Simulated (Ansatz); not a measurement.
## V in Ansatz: convergence with k mesh

Input of the first run (k mesh 4 × 4 × 4); the others differ in this setting and in those tied to it:

The input input.yaml:

```yaml
crystal:
  lattice:
    - [-1.516989, 1.520133, 1.577555]
    - [1.498735, -1.478069, 1.517236]
    - [1.506582, 1.467662, -1.535491]
  atoms:
    - { symbol: V, position: [0.010268, 0.004555, -0.001191], spin: 2.0 }
hamiltonian:
  xc: r2scan
  pseudopotentials: { kind: paw }
magnetization:
  spin_polarized: true
kpoints:
  mp_grid: { grid: [4, 4, 4] }
scf:
  occupations: { method: gaussian, width: 0.05 }
output:
  forces: true
  stress: true
  eigenvalues: true
```

Potentials or basis: Ansatz PAW.

Launch:

```console
$ ansatz run input.yaml --threads 2 --pin off --max-ram 5632MiB --backend cpu --events-out ev --progress --plain --runs-dir out
```

The cell isn't the ideal one: cell strained at random at fixed volume.

Hardware: 2 threads of Arm Neoverse V2, with other jobs on the host.

```
      k mesh  energy less the tightest run, at zero smearing (meV/atom)  pressure (GPa)  absolute moment (μB)  SCF cycles  CPU time (s)  peak memory (GiB)
   4 × 4 × 4                                                    -104.74           -9.76                  0.03          20           7.2                0.3
   5 × 5 × 5                                                       6.87           -6.52                  0.60          16           7.5               0.32
   6 × 6 × 6                                                      -3.33           -4.98                  0.76          14            10               0.34
   7 × 7 × 7                                                      -6.16           -8.31                  0.00          24            21               0.37
   9 × 9 × 9                                                      -0.34           -8.03                  0.13          21            28               0.45
11 × 11 × 11                                                      -1.90           -7.04                  0.49          16            41               0.56
14 × 14 × 14                                                      -3.06           -8.34                  0.00          29           120               0.82
17 × 17 × 17                                                      -0.94           -7.38                  0.41          19           160                1.2
20 × 20 × 20                                                       0.00           -7.56                  0.35          21           290                1.8
```

Against the tightest run, the energy stays within 1 meV/atom from 17 × 17 × 17 on. Not settled before the last step: the pressure (to 0.1 GPa), the absolute moment (to 0.02 μB). Meshes of other sizes hit other points, so gaps and Fermi surfaces needn't settle smoothly. The tightest run that finished is the yardstick and may itself not be fully converged.

Caveat, for the tightest run too: the magnetic or orbital state may not be the lowest; the PAW data sets come from PBE, with cores solved anew for the run's functional, which leaves a small shift of forces and pressure.
